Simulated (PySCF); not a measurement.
Rows and methods have been separated. Pair them.

C6H7N.
Structure used (PBE0-D3(BJ)/def2-TZVP), in Å, numbered top down from 1:
```
atom  x, y, z in Å
N1     2.3008   -0.1159    0.1012
C2     0.9183   -0.0472    0.0388
C3     0.2490    1.1391    0.3465
C4    -1.1341    1.1891    0.3370
C5    -1.8841    0.0648    0.0231
C6    -1.2218   -1.1154   -0.2828
C7     0.1609   -1.1770   -0.2761
H8     2.7234   -0.8529   -0.4384
H9     2.7837    0.7614   -0.0004
H10    0.8229    2.0254    0.5977
H11   -1.6308    2.1224    0.5778
H12   -2.9661    0.1081    0.0159
H13   -1.7887   -2.0054   -0.5322
H14    0.6649   -2.1086   -0.5133
```

The closed-shell ground state was solved 3 times with PySCF (density fitting, gas phase), always in the pcSseg-2 basis (350 functions), with these functionals: B97-2, KT3 and PBE0. Isolated species at its PBE0-D3(BJ)/def2-TZVP geometry, gas phase.

| row | total energy (Eh) | HOMO (eV) | LUMO (eV) | dipole (D) |
| --- | --- | --- | --- | --- |
| P | -287.6083 | -5.72 | -0.12 | 1.66 |
| Q | -292.3818 | -4.97 | -0.92 | 1.68 |
| R | -287.3694 | -5.96 | -0.10 | 1.66 |

**Question.** Which functional belongs to which row?

**Answer.** P = B97-2, Q = KT3, R = PBE0. By rising HOMO–LUMO gap: KT3 (GGA) 4.05 eV; B97-2 (global hybrid, 21 % exact exchange) 5.60 eV; PBE0 (global hybrid, 25 % exact exchange) 5.86 eV. Total energies of different functionals aren't bounds to one another; each is stationary for its own functional.
